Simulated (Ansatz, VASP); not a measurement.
**RbBr in VASP and in Ansatz**

The input INCAR:

```
SYSTEM = RbBr
  PREC = Accurate
  ENCUT = 520
  EDIFF = 1E-6
  ISMEAR = 0
  SIGMA = 0.02
  LREAL = .FALSE.
  LASPH = .TRUE.
  NELM = 100
  ALGO = Fast
  ISIF = 2
  LWAVE = .FALSE.
  LCHARG = .FALSE.
  GGA = PE
  NBANDS = 15
```

The input KPOINTS:

```
regular mesh
0
G
  6 6 6
  0 0 0
```

POSCAR

```
RbBr
1.0
    0.2460945000      3.6597131250      3.6597131250
    3.4766160750      0.3286972500      3.5771103750
    3.4766160750      3.5771103750      0.3286972500
Rb Br
1 1
Direct
    0.0288091012     -0.0212122274     -0.0212122274
    0.4711908988      0.5212122274      0.5212122274
```

Input for Ansatz:

```yaml
crystal:
  lattice:
    - [0.2460945, 3.659713125, 3.659713125]
    - [3.476616075, 0.32869725, 3.577110375]
    - [3.476616075, 3.577110375, 0.32869725]
  atoms:
    - { symbol: Rb, position: [0.0288091012, -0.0212122274, -0.0212122274] }
    - { symbol: Br, position: [0.4711908988, 0.5212122274, 0.5212122274] }
basis:
  ecutwfc: 420
kpoints:
  mp_grid: { grid: [6, 6, 6] }
hamiltonian:
  xc: pbe
scf:
  occupations: { method: gaussian, width: 0.02 }
output:
  forces: true
  stress: true
  eigenvalues: true
  write_density: true
  write_potential: true
  elf: true
  volumetric_format: npy
```

Alike in both runs: task single point; functional PBE; k mesh 6 × 6 × 6; occupations gaussian, width 0.02 eV; no spin polarisation.

|  | VASP | Ansatz |
| --- | --- | --- |
| version | VASP 6.6.1 | Ansatz 0.2.0 |
| potentials or method | VASP PAW PBE potentials, release 64 (Rb_sv, Br) | scalar-relativistic, plane waves, PAW |
| plane-wave cutoff (eV) | 520 | 420 |
| valence electrons in the cell | 16 | 16 |

Ansatz gave:

| Item | Value |
| --- | --- |
| gap on the k mesh at the Fermi level (eV) | 4.22 |
| least direct gap on the mesh (eV) | 4.22 |
| pressure (GPa) | 1.6 |
| largest component of the traceless stress (GPa) | 1.85 |
| rms of the force components (eV/Å) | 0.325 |

**Question.** Estimate VASP's values.

**Answer.** gap on the k mesh at the Fermi level (eV): 4.22; least direct gap on the mesh (eV): 4.22; pressure (GPa): 1.6; largest component of the traceless stress (GPa): 1.87; rms of the force components (eV/Å): 0.329.

Atom by atom the forces differ by 0.003 eV/Å (rms over components). With one functional, cell and mesh, what is left measures potentials, basis and numerics.
